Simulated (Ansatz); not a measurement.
# PbSe (wurtzite type): from bands to localised orbitals

Aim: build maximally localised Wannier functions for PbSe (wurtzite type) from several sets of trial orbitals, and check spreads and centres, and how well the models interpolate the bands. Plan: PBE, anion s p, 6×6×4; PBE, anion s p, 6×6×2; PBE, anion p, 6×6×4; PBE, all s p, disentangled, 6×6×4; r2SCAN, anion s p, 6×6×4; r2SCAN, all s p, disentangled, 6×6×4; HSE06, anion s p, 6×6×4 (level, trial orbitals, Wannier mesh).

Computed with Ansatz 0.2.0 (plane waves, PAW, unless a step's input says otherwise).

3 further runs of the same task are left out: 3 that didn't finish.

### Step 1. The structure to begin with

Symmetry: P6_3mc, No. 186, hexagonal system. The conventional cell has a = 5.174 Å, b = 5.174 Å, c = 6.215 Å, α = 90.00°, β = 90.00°, γ = 120.00°. Pb (site symmetry 3m) is surrounded by 5 Se at 2.99 to 3.14 Å. Around Se (site symmetry 3m) lie 5 Pb at 2.99 to 3.14 Å.

As a file:

```
Pb Se
1.0
     5.17414    0.00000    0.00000
    -2.58707    4.48094    0.00000
     0.00000    0.00000    6.21478
Pb Se
2 2
Direct
  0.33333 0.66667 0.93510
  0.66667 0.33333 0.43510
  0.33333 0.66667 0.43990
  0.66667 0.33333 0.93990
```

Cell and atoms come from an earlier r2SCAN relaxation. No run includes spin-orbit coupling, which matters for Pb.

### Step 2. PBE, anion s p, 6×6×4

File input.yaml:

```yaml
crystal:
  lattice:
    - [5.1741442664, 0.0, 0.0]
    - [-2.5870721332, 4.4809403775, 0.0]
    - [0.0, 0.0, 6.214775715]
  atoms:
    - { symbol: Pb, position: [0.3333333333, 0.6666666667, -0.0648971074] }
    - { symbol: Pb, position: [0.6666666667, 0.3333333333, 0.4351028926] }
    - { symbol: Se, position: [0.3333333333, 0.6666666667, 0.4398971074] }
    - { symbol: Se, position: [0.6666666667, 0.3333333333, 0.9398971074] }
kpoints:
  mp_grid: { grid: [6, 6, 4] }
  band_path:
    path:
      - [[0.0, 0.0, 0.0], [0.5, 5.999828719754e-17, 1.837115233951e-19], [0.3333333333333, 0.3333333333333, 3.674230467879e-19], [0.0, 0.0, 0.0], [8.350254151735e-47, 1.235861715134e-35, 0.5], [0.5, 6.009372602569e-17, 0.5], [0.3333333333333, 0.3333333333333, 0.5], [8.350254151735e-47, 1.235861715134e-35, 0.5]]
      - [[0.5, 6.009372602569e-17, 0.5], [0.5, 5.999828719754e-17, 1.837115233951e-19]]
      - [[0.3333333333333, 0.3333333333333, 0.5], [0.3333333333333, 0.3333333333333, 3.674230467879e-19]]
    npoints: 10
hamiltonian:
  xc: pbe
scf:
  occupations: { method: fixed }
  n_extra_bands: 6
output:
  forces: false
  stress: false
  eigenvalues: true
  wannier:
    kmesh: [6, 6, 4]
    projections: [{ species: Se, l: s, shell: 4 }, { species: Se, l: p, shell: 4 }]
    minimise: true
    write_hr: true
    conv_tol: 1.0e-08
    max_iter: 3000
```

Command:

```bash
ansatz run input.yaml --threads 4 --pin off --max-ram 3686MiB --backend cpu --events-out ev --progress --plain --runs-dir out
```

Further steps of the session: PBE, anion s p, 6×6×2; PBE, anion p, 6×6×4; PBE, all s p, disentangled, 6×6×4; r2SCAN, anion s p, 6×6×4; r2SCAN, all s p, disentangled, 6×6×4; HSE06, anion s p, 6×6×4.

**Question.** What will the summary of the whole plan be? Wanted: total spread, PBE, anion s p, 6×6×4; total spread, PBE, anion s p, 6×6×2; total spread, PBE, anion p, 6×6×4; total spread, PBE, all s p, disentangled, 6×6×4; total spread, r2SCAN, anion s p, 6×6×4; total spread, r2SCAN, all s p, disentangled, 6×6×4; total spread, HSE06, anion s p, 6×6×4; centres of the first set.

As calculated:

| quantity | value |
| --- | --- |
| total spread, PBE, anion s p, 6×6×4 | 28.22 Å² over 8 functions |
| total spread, PBE, anion s p, 6×6×2 | 25.34 Å² over 8 functions |
| total spread, PBE, anion p, 6×6×4 | 27.20 Å² over 6 functions |
| total spread, PBE, all s p, disentangled, 6×6×4 | 30.63 Å² over 16 functions |
| total spread, r2SCAN, anion s p, 6×6×4 | 27.49 Å² over 8 functions |
| total spread, r2SCAN, all s p, disentangled, 6×6×4 | 31.19 Å² over 16 functions |
| total spread, HSE06, anion s p, 6×6×4 | 27.40 Å² over 8 functions |
| centres of the first set | 0.34 to 0.69 Å from the nearest atom |

With PBE, anion s p, 6×6×4 the 8 functions move off the atoms, with a mean spread of 3.53 Å²; 92 % of the total is gauge invariant. On one set and mesh the functional gives 28.22 (PBE), 27.49 (r2SCAN), 27.40 (HSE06) Å². The disentangled models miss some band by up to 0.8 eV, which may lie outside their frozen windows.
